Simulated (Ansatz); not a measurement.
**BiTe (R-3m)**

All numbers below come from Ansatz, DFT PBEsol, scalar-relativistic, plane waves, PAW.

Plane waves to 420 eV, a k mesh through Γ of 12×12×12 on the computed 2-atom cell and Gaussian smearing (0.10 eV); no spin polarisation.

The structure is relaxed at this level of theory with its symmetry kept. Whether it is the stable form of this composition wasn't checked.

```xyz
2
Lattice="2.3992 1.3852 3.1951 -2.3992 1.3852 3.1951 0.0000 -2.7704 3.1951" Properties=species:S:1:pos:R:3 pbc="T T T"
Bi    0.0000    0.0000    4.7927
Te    0.0000    0.0000    0.0000
```

(1) Formation energy from the elements' standard states (uncorrected)?

(2) Density of states at the Fermi level?

(3) Löwdin character within 0.5 eV of the Fermi level?

(4) Bulk modulus?

(5) Its pressure derivative?

(6) Bader charges (e)?

Spin-orbit coupling is left out, which matters for the bands of heavy elements.

Results:

(1) -0.092 eV/atom.

(2) 1.20 states/eV per cell.

(3) Bi 6p 71 %, Te 5p 20 %.

(4) 46 GPa.

(5) 2.3.

(6) Bi (1 in the cell) 0.42, Te (1 in the cell) -0.42.